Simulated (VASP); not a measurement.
## Lu: single point with LDA

Crystal: Lu.

```xyz
1
Lattice="-1.7938 1.7938 1.7938 1.7938 -1.7938 1.7938 1.7938 1.7938 -1.7938" Properties=species:S:1:pos:R:3 pbc="T T T"
Lu    0.0000    0.0000    0.0000
```

This isn't the form of Lu at room conditions, which is hcp.

```yaml
Program: VASP 6.6.1
Task: single point
Functional: LDA
Potentials_or_basis: VASP PAW PBE potentials, release 64 (Lu)
Cutoff: 520 eV
k_mesh: 13 × 13 × 13
Occupations: fermi-dirac, width 0.1 eV
Spin: no spin polarisation
Dipole_correction: no
Further_INCAR_settings: ALGO = Fast; EDIFF = 1e-06; NBANDS = 18
```

```yaml
Pressure: 8.3 GPa
Band_gap_on_the_k_mesh: none (metal or under the smearing width)
```

Levels at points of the mesh, in eV from the Fermi level:
```
           k point  band 9  band 10  band 11  band 12  band 13  band 14  band 15  band 16
(0.00, 0.00, 0.00)   -4.73    -4.73    -4.73    -4.69     2.25     2.25     2.25     5.11
```

It took 43 s on 1 thread of Intel(R) Xeon(R) Platinum 8259CL CPU @ 2.50GHz (Skylake/Cascade Lake) (shared host), peak memory 0.16 GiB.

Caveat: the PAW data sets were made with another functional, which shifts forces and pressure a little. Spin-orbit coupling is left out, which matters for the levels of Lu.
